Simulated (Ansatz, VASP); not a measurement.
**W: VASP beside Ansatz**

The input INCAR:

```
SYSTEM = W
PREC = Accurate
ENCUT = 520
EDIFF = 1E-6
ISMEAR = -1
SIGMA = 0.1
LREAL = .FALSE.
LASPH = .TRUE.
NELM = 100
ALGO = Normal
ISIF = 2
LWAVE = .FALSE.
LCHARG = .FALSE.
GGA = PS
NBANDS = 13
```

Contents of KPOINTS:

```
regular mesh
0
G
  12 12 12
  0 0 0
```

Contents of POSCAR:

```
W
1.0
    0.0000000000      2.0763025172      2.0763025172
    2.0763025172      0.0000000000      2.0763025172
    2.0763025172      2.0763025172      0.0000000000
W
1
Direct
    0.0000000000      0.0000000000      0.0000000000
```

Input for Ansatz:

```yaml
crystal:
  lattice:
    - [0.0, 2.076302517192433, 2.076302517192433]
    - [2.076302517192433, 0.0, 2.076302517192433]
    - [2.076302517192433, 2.076302517192433, 0.0]
  atoms:
    - { symbol: W, position: [0.0, 0.0, 0.0] }
basis:
  ecutwfc: 470.0
kpoints:
  mp_grid:
    grid: [12, 12, 12]
hamiltonian:
  xc: pbesol
scf:
  occupations:
    method: fermi_dirac
    width: 0.1
output:
  stress: true
```

This isn't the form of W at room conditions, which is bcc.

Alike in both runs: task single point; functional PBEsol; k mesh 12 × 12 × 12; occupations fermi-dirac, width 0.1 eV; no spin polarisation.

```csv
,VASP,Ansatz
version,VASP 6.6.1,Ansatz 0.2.0
potentials or method,"VASP PAW PBE potentials, release 64 (W_sv)","plane waves, PAW"
plane-wave cutoff (eV),520,470
valence electrons in the cell,14,14
```

```csv
,VASP,Ansatz,Ansatz less VASP
pressure (GPa),-26.9,-27.2,-0.27
```

With one functional, cell and mesh, what is left measures potentials, basis and numerics.

Caveats: so large a pressure means that the cell lies far from this level's equilibrium, or that cutoff or potentials fall short (VASP); the potentials were made for another functional, which shifts forces and pressure (VASP). The runs have no spin-orbit coupling, so splittings on W are missing.
